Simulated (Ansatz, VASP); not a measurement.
One calculation of NaCl, two programs

File POSCAR:

```
NaCl
1.0
    3.6772995000      0.0000000000      0.0000000000
    0.0000000000      3.6772995000      0.0000000000
    0.0000000000      0.0000000000      3.5021900000
Na Cl
1 1
Direct
    0.0000000000      0.0000000000      0.0000000000
    0.5000000000      0.5000000000      0.5000000000
```

INCAR.step1

```
SYSTEM = NaCl
ALGO = Normal ; EDIFF = 1E-4
ENCUT = 520 ; GGA = PE
ISMEAR = 0 ; LASPH = .TRUE.
LCHARG = .FALSE. ; LREAL = .FALSE.
LWAVE = .TRUE. ; NBANDS = 14
NELM = 100 ; PREC = Accurate
SIGMA = 0.05
```

Contents of INCAR.step2:

```
SYSTEM = NaCl
ALGO = Normal ; EDIFF = 1E-6
ENCUT = 520 ; ISIF = 2
ISMEAR = 0 ; ISTART = 1
LASPH = .TRUE. ; LCHARG = .TRUE.
LELF = .TRUE. ; LMIXTAU = .TRUE.
LREAL = .FALSE. ; LVHAR = .TRUE.
LWAVE = .FALSE. ; METAGGA = R2SCAN
NBANDS = 14 ; NELM = 100
PREC = Accurate ; SIGMA = 0.05
```

The input KPOINTS:

```
k-points
0
G
  6 6 6
  0 0 0
```

Input for Ansatz:

```yaml
crystal:
  lattice:
    - [3.6772995, 0.0, 0.0]
    - [0.0, 3.6772995, 0.0]
    - [0.0, 0.0, 3.50219]
  atoms:
    - { symbol: Na, position: [0.0, 0.0, 0.0] }
    - { symbol: Cl, position: [0.5, 0.5, 0.5] }
basis:
  ecutwfc: 500
kpoints:
  mp_grid: { grid: [6, 6, 6] }
hamiltonian:
  xc: r2scan
scf:
  occupations: { method: gaussian, width: 0.05 }
output:
  forces: true
  stress: true
  eigenvalues: true
```

Change from the starting cell: strain +0.050 along x and y, +0.000 along z, atoms carried along.

Alike in both runs: task single point; functional r2SCAN; k mesh 6 × 6 × 6; occupations gaussian, width 0.05 eV; no spin polarisation.

|  | VASP | Ansatz |
| --- | --- | --- |
| version | VASP 6.6.1 | Ansatz 0.2.0 |
| potentials or method | VASP PAW PBE potentials, release 64 (Na_pv, Cl) | scalar-relativistic, plane waves, PAW |
| plane-wave cutoff (eV) | 520 | 500 |
| valence electrons in the cell | 14 | 16 |

```tsv
	VASP	Ansatz	Ansatz less VASP
gap on the k mesh at the Fermi level (eV)	4.26	4.24	-0.027
least direct gap on the mesh (eV)	4.62	4.60	-0.026
pressure (GPa)	-2.9	-2.8	+0.10
largest component of the traceless stress (GPa)	2.25	2.24	-0.011
```

With one functional, cell and mesh, what is left measures potentials, basis and numerics. The two sets of potentials don't hold the same shells in valence.

Caveats: the PAW data sets were made with another functional, which shifts forces and pressure a little (VASP). A k mesh can miss the band edges.
